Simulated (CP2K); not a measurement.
Runs of CP2K 2026.2 on CoO. Symmetry: R3m, No. 160, trigonal system. Conventional cell: a = 3.204 Å, b = 3.204 Å, c = 7.699 Å, α = 90.00°, β = 90.00°, γ = 120.00°. Co (site symmetry 3m) is surrounded by 4 O at 1.91 to 1.96 Å. O (site symmetry 3m) has 4 Co at 1.91 to 1.96 Å as nearest neighbours. Measurements of this composition are mostly on another form, of space group No. 225.

```csv
task,level,potentials or basis,cell,k mesh,EPS_DEFAULT,NGRIDS,CUTOFF of the grids,points a segment of the path (NPOINTS),bands added on the path,pressure (GPa),moment (μB),largest force (eV/Å)
single point,PBE,"POTENTIAL_UZH Co GTH-PBE-q17, O GTH-PBE-q6; TZVP-MOLOPT-PBE-GTH basis","atoms moved at random, drawn with an rms of 0.02 Å",10 × 10 × 10,1.0E-9,4,850 Ry,-,-,3.1,2.89,0.38
band structure,r2SCAN,"POTENTIAL_UZH Co GTH-SCAN-q17, O GTH-SCAN-q6; TZVP-MOLOPT-SCAN-GTH basis",as given,7 × 7 × 7,1.0E-10,4,1250 Ry,10,4,5.8,3.00,0.42
band structure,LDA,"GTH_POTENTIALS Co GTH-PADE-q17, O GTH-PADE-q6; TZVP-MOLOPT-PBE-GTH basis",as given,7 × 7 × 7,1.0E-10,5,850 Ry,10,4,(a),2.93,0.25
band structure,PBEsol,"POTENTIAL_UZH Co GTH-PBE-q17, O GTH-PBE-q6; TZVP-MOLOPT-PBE-GTH basis",as given,7 × 7 × 7,1.0E-10,4,850 Ry,6,2,-5.2,2.92,(b)
```

Alike in all rows: spin collinear, ferromagnetic start; smearing fermi-dirac 0.05 eV.

Q: Estimate the missing entries.

A: (a) -13.2; (b) 0.27.

Caveats: the basis of atomic orbitals isn't converged, which shifts pressures, moduli and gaps; the total moment is fixed, so each spin has its own Fermi level; a cell with one magnetic atom can't hold antiferromagnetic order, which such compounds often take; the potentials were made for another functional, which shifts forces and pressure (some runs).
